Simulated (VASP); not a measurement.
The system is ZnS.

```xyz
16
Lattice="0.0000 5.4040 5.4040 5.4040 0.0000 5.4040 5.4040 5.4040 0.0000" Properties=species:S:1:pos:R:3 pbc="T T T"
Zn    1.3510    1.3510    1.3510
Zn    4.0530    4.0530    1.3510
Zn    4.0530    1.3510    4.0530
Zn    6.7550    4.0530    4.0530
Zn    1.3510    4.0530    4.0530
Zn    4.0530    6.7550    4.0530
Zn    4.0530    4.0530    6.7550
Zn    6.7550    6.7550    6.7550
S     0.0000    0.0000    0.0000
S     2.7020    2.7020    0.0000
S     2.7020    0.0000    2.7020
S     5.4040    2.7020    2.7020
S     0.0000    2.7020    2.7020
S     2.7020    5.4040    2.7020
S     2.7020    2.7020    5.4040
S     5.4040    5.4040    5.4040
```

```yaml
Program: VASP 6.6.1
Task: phonon dispersion
Functional: PBEsol
Potentials_or_basis: VASP PAW PBE potentials, release 64 (Zn, S)
Cutoff: 520 eV
k_mesh: 3 × 3 × 3
Occupations: gaussian, width 0.03 eV
Spin: no spin polarisation
Long-range_dipole_term: yes
Supercell_matrix: "[2, 0, 0, 0, 2, 0, 0, 0, 2]"
Further_INCAR_settings: LREAL = Auto; ALGO = Fast; EDIFF = 1e-07; IBRION = 6; POTIM = 0.015; NSW = 1
```

Question: Is this structure dynamically stable at this level, and how far does the spectrum reach?

Answer: Yes, as far as this q mesh shows: no mode on the path is imaginary. The highest frequency is 331 cm⁻¹.

Phonon frequencies at the corners of the path (cm⁻¹, interpolated; i marks imaginary ones):
```csv
point,frequencies
Γ,0 0 0 267 267 331
X,92 92 207 299 299 314
W,104 133 178 294 302 312
K,89 130 186 294 299 314
L,73 73 192 281 281 324
U,89 130 186 294 299 314
```

A q mesh this small can miss soft modes between its points.
